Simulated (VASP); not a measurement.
# Ge (Fd-3m) in VASP: settings compared

One crystal, Ge, is run at these levels: PBEsol, r2SCAN; tasks: single point.

Program: VASP 6.6.1. These are calculated values, not measurements. Logs are shortened: lines on timing, memory, paths and dates and some standing lists are left out, and cuts for length are marked.

**The experiment to reproduce.**

From “Electronic and optical properties of SixGe1-x-ySny alloys lattice-matched to Ge”, 2021, arxiv:2109.02782, for a bulk crystal of Ge at 300 K: band gap 0.807 eV (direct).

From “Temperature-dependent photoluminescence in Ge: experiment and theory”, 2020, arxiv:2003.00143, for a bulk crystal of Ge at 0 K: band gap 0.744 eV (indirect).

The runs below are set against these values where they give the same quantity.

### Step 1. The crystal as given

It takes space group Fd-3m (No. 227, cubic). The conventional cell has a = 5.674 Å, b = 5.674 Å, c = 5.674 Å, α = 90.00°, β = 90.00°, γ = 90.00°. Ge (site symmetry -43m) has 4 Ge at 2.46 Å as nearest neighbours.

### Step 2. Single point, PBEsol

Contents of INCAR:

```
PREC     = Accurate       # precision mode
ENCUT    = 700            # plane-wave cutoff, eV
EDIFF    = 1E-6           # SCF threshold, eV
ISMEAR   = 0              # smearing method
SIGMA    = 0.1            # smearing width, eV
LREAL    = F              # projectors in reciprocal space
LASPH    = T              # aspherical terms in the spheres
NELM     = 100            # most SCF steps
ALGO     = Normal         # electronic algorithm
ISIF     = 2              # what is computed and relaxed
LWAVE    = F              # write WAVECAR
LCHARG   = F              # write CHGCAR
GGA      = PS             # functional
NBANDS   = 21             # bands
```

Contents of KPOINTS:

```
Automatic mesh
0
Gamma
  14 14 14
```

Contents of POSCAR:

```
Ge
1.0
    0.0000000000      2.8371800000      2.8371800000
    2.8371800000      0.0000000000      2.8371800000
    2.8371800000      2.8371800000      0.0000000000
Ge
2
Direct
    0.5000000000      0.5000000000      0.5000000000
    0.7500000000      0.7500000000      0.7500000000
```

Potentials or basis: VASP PAW PBE potentials, release 64 (Ge_d).

The run is started by

```
$ cat potpaw_PBE.64/Ge_d/POTCAR > POTCAR
$ mpirun -np 1 vasp_std > vasp.out
```

OUTCAR:

```text
PREC = Accurate
   ENCUT = 700
   EDIFF = 1E-6
   ISMEAR = 0
   LREAL = F
   LASPH = T
   NELM = 100
   ISIF = 2
   GGA = PS

 ion  position               nearest neighbor table
   1  0.500  0.500  0.500-   2 2.46   2 2.46   2 2.46   2 2.46
   2  0.750  0.750  0.750-   1 2.46   1 2.46   1 2.46   1 2.46

  LATTYP: Found a face centered cubic cell.
 ALAT       =     5.6743600000

  Lattice vectors:

 A1 = (   0.0000000000,   2.8371800000,   2.8371800000)
 A2 = (   2.8371800000,   0.0000000000,   2.8371800000)
 A3 = (   2.8371800000,   2.8371800000,   0.0000000000)

Analysis of symmetry for initial positions (statically):
=====================================================================
 Subroutine PRICEL returns:
 Original cell was already a primitive cell.

 Routine SETGRP: Setting up the symmetry group for a
 face centered cubic supercell.

 Subroutine GETGRP returns: Found 48 space group operations
 (whereof 24 operations were pure point group operations)
 out of a pool of 48 trial point group operations.

The static configuration has the point symmetry T_d .
 The point group associated with its full space group is O_h .

Analysis of symmetry for dynamics (positions and initial velocities):
=====================================================================
 Subroutine PRICEL returns:
 Original cell was already a primitive cell.

 Routine SETGRP: Setting up the symmetry group for a
 face centered cubic supercell.

 Subroutine GETGRP returns: Found 48 space group operations
 (whereof 24 operations were pure point group operations)
 out of a pool of 48 trial point group operations.

The dynamic configuration has the point symmetry T_d .
 The point group associated with its full space group is O_h .

 Subroutine INISYM returns: Found 48 space group operations
 (whereof 24 operations are pure point group operations),
 and found     1 'primitive' translations

----------------------------------------------------------------------------------------

                                     Primitive cell

  volume of cell :      45.6763

  direct lattice vectors                    reciprocal lattice vectors
     0.000000000  2.837180000  2.837180000    -0.176231328  0.176231328  0.176231328
     2.837180000  0.000000000  2.837180000     0.176231328 -0.176231328  0.176231328
     2.837180000  2.837180000  0.000000000     0.176231328  0.176231328 -0.176231328

  length of vectors
     4.012378435  4.012378435  4.012378435     0.305241614  0.305241614  0.305241614

  position of ions in fractional coordinates (direct lattice)
     0.500000000  0.500000000  0.500000000
     0.750000000  0.750000000  0.750000000

  ion indices of the primitive-cell ions
   primitive index   ion index
                 1           1
                 2           2

----------------------------------------------------------------------------------------

 KPOINTS: Automatic mesh

Automatic generation of k-mesh.
 Grid dimensions read from file:
 generate k-points for:   14   14   14

 Generating k-lattice:

  Cartesian coordinates                     Fractional coordinates (reciprocal lattice)
    -0.012587952  0.012587952  0.012587952     0.071428571  0.000000000  0.000000000
     0.012587952 -0.012587952  0.012587952     0.000000000  0.071428571  0.000000000
     0.012587952  0.012587952 -0.012587952     0.000000000  0.000000000  0.071428571

  Length of vectors
     0.021802972  0.021802972  0.021802972

  Shift w.r.t. Gamma in fractional coordinates (k-lattice)
     0.000000000  0.000000000  0.000000000

 Subroutine IBZKPT returns following result:
 ===========================================

 Found    104 irreducible k-points:

 Following reciprocal coordinates:
            Coordinates               Weight
  0.000000  0.000000  0.000000      1.000000
  0.071429  0.000000  0.000000      8.000000
  0.142857  0.000000  0.000000      8.000000
  0.214286  0.000000  0.000000      8.000000
  0.285714  0.000000  0.000000      8.000000
  0.357143  0.000000  0.000000      8.000000
[... 16 lines left out ...]
  0.214286  0.142857  0.000000     24.000000
  0.285714  0.142857  0.000000     24.000000
 [... further k-points ...]
   k-points           NKPTS =    104   k-points in BZ     NKDIM =    104   number of bands    NBANDS=     21
   number of dos      NEDOS =    301   number of ions     NIONS =      2
   total plane-waves  NPLWV =  46656
   dimension x,y,z NGX =    36 NGY =   36 NGZ =   36
   dimension x,y,z NGXF=    72 NGYF=   72 NGZF=   72
   ions per type =               2
   NGX,Y,Z   is equivalent  to a cutoff of  14.92, 14.92, 14.92 a.u.
   NGXF,Y,Z  is equivalent  to a cutoff of  29.83, 29.83, 29.83 a.u.
 SYSTEM =  unknown system
   PREC   = accura    normal or accurate (medium, high low for compatibility)
   ISTART =      0    job   : 0-new  1-cont  2-samecut
   ICHARG =      2    charge: 1-file 2-atom 10-const
   ISPIN  =      1    spin polarized calculation?
   LNONCOLLINEAR =      F non collinear calculations
   LSORBIT =      F    spin-orbit coupling
   LASPH  =      T    aspherical Exc in radial PAW
   ENCUT  =  700.0 eV  51.45 Ry    7.17 a.u.   8.66  8.66  8.66*2*pi/ulx,y,z
   NELM   =    100;   NELMIN=  2; NELMDL= -5     # of ELM steps
   EDIFF  = 0.1E-05   stopping-criterion for ELM
   LREAL  =      F    real-space projection
   EDIFFG = 0.1E-04   stopping-criterion for IOM
   NSW    =      0    number of steps for IOM
   IBRION =     -1    ionic relax: 0-MD 1-quasi-New 2-CG
   NFREE  =      0    steps in history (QN), initial steepest desc. (CG)
   ISIF   =      2    stress and relaxation
   ISYM   =      2    0-nonsym 1-usesym 2-fastsym
   POTIM  = 0.5000    time-step for ionic-motion
   TEBEG  =    0.0;   TEEND  =   0.0 temperature during run
   PSTRESS=    0.0 pullay stress
   NELECT =      28.0000    total number of electrons
   NUPDOWN=      -1.0000    fix difference up-down
   EMIN   =  10.00;   EMAX   =-10.00  energy-range for DOS
   EFERMI =   0.00;   METHOD = LEGACY
   ISMEAR =     0;   SIGMA  =   0.10  broadening in eV -4-tet -1-fermi 0-gaus
   EFERMI_NEDOS =   21; number of points for ismear=-14 and -15
   IALGO  =     38    algorithm
   IMIX   =      4    mixing-type and parameters
     AMIX     =   0.40;   BMIX     =  1.00
     AMIX_MAG =   1.60;   BMIX_MAG =  1.00
  volume/ion in A,a.u.               =      22.84       154.12
  Fermi-wavevector in a.u.,A,eV,Ry     =   1.390691  2.628025 26.313956  1.934021
  Thomas-Fermi vector in A             =   2.514602
   LORBIT       =      0    0 simple, 1 ext, 2 COOP (PROOUT), +10 PAW based schemes
   GGA     = PS    functional components
   LHFCALC =     F    Hartree Fock is set to
   AEXX    =    0.0000 exact exchange contribution
   IVDW    =     0    specifies the selected vdW correction
   LEPSILON=     F    determine dielectric tensor
   LRPA    =     F    only Hartree local field effects (RPA)
 non-spin polarized calculation
 Gauss-broadening in eV      SIGMA  =   0.10
  energy-cutoff  :      700.00
  volume of cell :       45.68
 maximum number of plane-waves:      1940
   NGX = 17   NGY = 17   NGZ = 17

 number of electron      27.9999992 magnetization

 Free energy of the ion-electron system (eV)
  ---------------------------------------------------
  ext. energy  EPLUGINS =         0.00000000
  ---------------------------------------------------
  free energy    TOTEN  =        -9.87477629 eV

  energy without entropy =       -9.87454614  energy(sigma->0) =       -9.87466121

 E-fermi :   4.7947     XC(G=0): -10.0873

 val. band max:        4.7759372364   @ k =   0.0000   0.0000   0.0000
 cond. band min:       4.8720558793   @ k =   0.5000   0.0000   0.0000
 fundamental gap:      0.0961186429
 Fermi energy:         4.7946553333

 k-point     1 :       0.0000    0.0000    0.0000
  band No.  band energies     occupation
      1     -19.9760      2.00000
      2     -19.9760      2.00000
      3     -19.9760      2.00000
      4     -19.9401      2.00000
      5     -19.9401      2.00000
      6     -19.7327      2.00000
[... 13 lines left out ...]
     20      14.2329      0.00000
     21      14.2329      0.00000

 k-point     2 :       0.0714    0.0000    0.0000
  band No.  band energies     occupation
      1     -19.9792      2.00000
      2     -19.9792      2.00000
      3     -19.9752      2.00000
      4     -19.9358      2.00000
      5     -19.9358      2.00000
      6     -19.7381      2.00000
[... 13 lines left out ...]
     20      13.7455      0.00000
     21      13.7455      0.00000

 k-point     3 :       0.1429    0.0000    0.0000
  band No.  band energies     occupation
      1     -19.9856      2.00000
      2     -19.9856      2.00000
      3     -19.9728      2.00000
      4     -19.9264      2.00000
      5     -19.9264      2.00000
      6     -19.7468      2.00000
[... 13 lines left out ...]
     20      13.1863      0.00000
     21      13.1863      0.00000

 k-point     4 :       0.2143    0.0000    0.0000
  band No.  band energies     occupation
      1     -19.9915      2.00000
      2     -19.9915      2.00000
      3     -19.9694      2.00000
      4     -19.9165      2.00000
      5     -19.9165      2.00000
      6     -19.7548      2.00000
[... 13 lines left out ...]
     20      12.9749      0.00000
     21      12.9749      0.00000

 k-point     5 :       0.2857    0.0000    0.0000
  band No.  band energies     occupation
      1     -19.9958      2.00000
      2     -19.9958      2.00000
      3     -19.9655      2.00000
      4     -19.9082      2.00000
      5     -19.9082      2.00000
      6     -19.7609      2.00000
[... 13 lines left out ...]
     20      13.2405      0.00000
     21      13.2405      0.00000
[... 382 lines left out ...]
     20      13.0148      0.00000
     21      13.5631      0.00000

 k-point    22 :       0.1429    0.1429    0.0000
  band No.  band energies     occupation
      1     -19.9841      2.00000
      2     -19.9832      2.00000
      3     -19.9832      2.00000
      4     -19.9287      2.00000
      5     -19.9114      2.00000
      6     -19.7734      2.00000
[... 13 lines left out ...]
     20      12.5314      0.00000
     21      14.5780      0.00000

 k-point    23 :       0.2143    0.1429    0.0000
  band No.  band energies     occupation
      1     -19.9923      2.00000
      2     -19.9874      2.00000
      3     -19.9783      2.00000
      4     -19.9212      2.00000
      5     -19.8996      2.00000
      6     -19.7862      2.00000
[... 13 lines left out ...]
     20      13.3084      0.00000
     21      14.4854      0.00000

 k-point    24 :       0.2857    0.1429    0.0000
  band No.  band energies     occupation
      1     -20.0004      2.00000
      2     -19.9923      2.00000
      3     -19.9703      2.00000
      4     -19.9122      2.00000
      5     -19.8890      2.00000
      6     -19.7960      2.00000
[... 13 lines left out ...]
     20      13.9293      0.00000
     21      14.5177      0.00000

 [... further k-points ...]

------------------------ aborting loop because EDIFF is reached ----------------------------------------

  FORCE on cell =-STRESS in cart. coord.  units (eV):
  Direction    XX          YY          ZZ          XY          YZ          ZX
  --------------------------------------------------------------------------------------
  -------------------------------------------------------------------------------------
  Total       -0.0085936     -0.0085936     -0.0085936     -0.0000000      0.0000000     -0.0000000
  in kB       -0.3014351     -0.3014351     -0.3014351     -0.0000000      0.0000000     -0.0000000
  external PRESSURE =      -0.3014351 kB  Pullay stress =       0.0000000 kB

 VOLUME and BASIS-vectors are now :
 -----------------------------------------------------------------------------
  energy-cutoff  :      700.00
  volume of cell :       45.68
      direct lattice vectors                 reciprocal lattice vectors
     0.000000000  2.837180000  2.837180000    -0.176231328  0.176231328  0.176231328
     2.837180000  0.000000000  2.837180000     0.176231328 -0.176231328  0.176231328
     2.837180000  2.837180000  0.000000000     0.176231328  0.176231328 -0.176231328

 POSITION                                       TOTAL-FORCE (eV/Angst)
 -----------------------------------------------------------------------------------
      2.83718      2.83718      2.83718        -0.000000     -0.000000     -0.000000
      4.25577      4.25577      4.25577         0.000000      0.000000      0.000000
 -----------------------------------------------------------------------------------
    total drift:                                0.000000      0.000000      0.000000

  FREE ENERGIE OF THE ION-ELECTRON SYSTEM (eV)
  ---------------------------------------------------
  free  energy   TOTEN  =        -9.8747762892 eV

  energy  without entropy=       -9.8745461397  energy(sigma->0) =       -9.87466121
```

Wall time 68 s (1 thread of AMD EPYC 9R45 (Zen 5), shared host); peak memory 0.25 GiB.

Results:

```
Free energy            : -9.8748 eV
Pressure               : 0.0 GPa
Band gap on the k mesh : none (metal or under the smearing width)
```

Levels at points of the mesh, in eV from the Fermi level:
| k point | band 10 | band 11 | band 12 | band 13 | band 14 | band 15 | band 16 | band 17 | band 18 | band 19 |
| --- | --- | --- | --- | --- | --- | --- | --- | --- | --- | --- |
| (0.00, 0.00, 0.00) | -24.51 | -12.75 | -0.10 | -0.02 | -0.02 | -0.02 | 2.51 | 2.51 | 2.51 | 6.18 |
| (0.50, 0.00, 0.00) | -24.49 | -10.67 | -7.60 | -1.41 | -1.41 | 0.08 | 3.69 | 3.69 | 6.94 | 10.36 |
| (0.50, 0.50, 0.00) | -24.47 | -8.89 | -8.89 | -3.08 | -3.08 | 0.66 | 0.66 | 9.40 | 9.40 | 11.41 |

Caveat: the PAW data sets were made with another functional, which shifts forces and pressure a little; this crystal is a semiconductor, whose small gap the functional closes, so the metal is an error of the method.

### Step 3. Single point, PBEsol

INCAR: that of step 2 with these lines changed.

```diff
@@ -1,3 +1,3 @@
 PREC     = Accurate       # precision mode
-ENCUT    = 700            # plane-wave cutoff, eV
+ENCUT    = 520            # plane-wave cutoff, eV
 EDIFF    = 1E-6           # SCF threshold, eV
```

Contents of KPOINTS:

```
Automatic mesh
0
Gamma
  20 20 20
```

POSCAR is that of step 2.

Potentials or basis: VASP PAW PBE potentials, release 64 (Ge_d).

The run is started by

```
$ cat potpaw_PBE.64/Ge_d/POTCAR > POTCAR
$ mpirun -np 1 vasp_std > vasp.out
```

It took 92 s on 1 thread of AMD EPYC 9R45 (Zen 5), shared host; peak memory 0.28 GiB.

It converged, with:

```
Free energy            : -9.8751 eV
Pressure               : -0.4 GPa
Band gap on the k mesh : none (metal or under the smearing width)
```

Levels at points of the mesh, in eV from the Fermi level:
```tsv
k point	band 12	band 13	band 14	band 15	band 16	band 17
(0.00, 0.00, 0.00)	-0.13	-0.04	-0.04	-0.04	2.49	2.49
(0.50, 0.00, 0.00)	-7.63	-1.43	-1.43	0.06	3.67	3.67
(0.50, 0.50, 0.00)	-8.91	-3.10	-3.10	0.64	0.64	9.38
```

Caveat: the PAW data sets were made with another functional, which shifts forces and pressure a little; this crystal is a semiconductor, whose small gap the functional closes, so the metal is an error of the method.

### Step 4. Single point, PBEsol

INCAR: that of step 3 with these lines changed.

```diff
@@ -4,3 +4,3 @@
 ISMEAR   = 0              # smearing method
-SIGMA    = 0.1            # smearing width, eV
+SIGMA    = 0.5            # smearing width, eV
 LREAL    = F              # projectors in reciprocal space
```

Contents of KPOINTS:

```
Automatic mesh
0
Gamma
  14 14 14
```

POSCAR is that of step 3.

The run is started by

```
$ cat potpaw_PBE.64/Ge_d/POTCAR > POTCAR
$ mpirun -np 1 vasp_std > vasp.out
```

Wall time 40 s (1 thread of AMD EPYC 9R45 (Zen 5), shared host); peak memory 0.19 GiB.

It converged, with:

| Quantity | Value |
| --- | --- |
| Free energy | -9.8795 eV |
| Pressure | 0.0 GPa |
| Band gap on the k mesh | none (metal or under the smearing width) |

Levels at points of the mesh, in eV from the Fermi level:
| k point | band 12 | band 13 | band 14 | band 15 | band 16 | band 17 |
| --- | --- | --- | --- | --- | --- | --- |
| (0.00, 0.00, 0.00) | -0.16 | -0.08 | -0.08 | -0.08 | 2.45 | 2.45 |
| (0.50, 0.00, 0.00) | -7.66 | -1.47 | -1.47 | 0.02 | 3.63 | 3.63 |
| (0.50, 0.50, 0.00) | -8.95 | -3.13 | -3.13 | 0.60 | 0.60 | 9.34 |

Caveat: the PAW data sets were made with another functional, which shifts forces and pressure a little; this crystal is a semiconductor, whose small gap the functional closes, so the metal is an error of the method.

### Step 5. Single point, PBEsol

INCAR: that of step 4 with these lines changed.

```diff
@@ -1,6 +1,6 @@
 PREC     = Accurate       # precision mode
-ENCUT    = 520            # plane-wave cutoff, eV
+ENCUT    = 900            # plane-wave cutoff, eV
 EDIFF    = 1E-6           # SCF threshold, eV
 ISMEAR   = 0              # smearing method
-SIGMA    = 0.5            # smearing width, eV
+SIGMA    = 0.1            # smearing width, eV
 LREAL    = F              # projectors in reciprocal space
```

KPOINTS is that of step 4.

POSCAR is that of step 4.

Potentials or basis: VASP PAW PBE potentials, release 64 (Ge_h).

The run is started by

```
$ cat potpaw_PBE.64/Ge_h/POTCAR > POTCAR
$ mpirun -np 1 vasp_std > vasp.out
```

Run time: 86 s. Hardware: 1 thread of AMD EPYC 9R45 (Zen 5), shared host; peak memory 0.32 GiB.

Results (log left out):

```yaml
Free_energy: -9.8454 eV
Pressure: 0.0 GPa
Band_gap_on_the_k_mesh: none (metal or under the smearing width)
```

Levels at points of the mesh, in eV from the Fermi level:
```csv
k point,band 12,band 13,band 14,band 15,band 16,band 17
"(0.00, 0.00, 0.00)",-0.11,-0.02,-0.02,-0.02,2.51,2.51
"(0.50, 0.00, 0.00)",-7.61,-1.41,-1.41,0.08,3.69,3.69
"(0.50, 0.50, 0.00)",-8.89,-3.08,-3.08,0.66,0.66,9.39
```

Caveat: the PAW data sets were made with another functional, which shifts forces and pressure a little; this crystal is a semiconductor, whose small gap the functional closes, so the metal is an error of the method.

(Continued in part 2 of 2.)
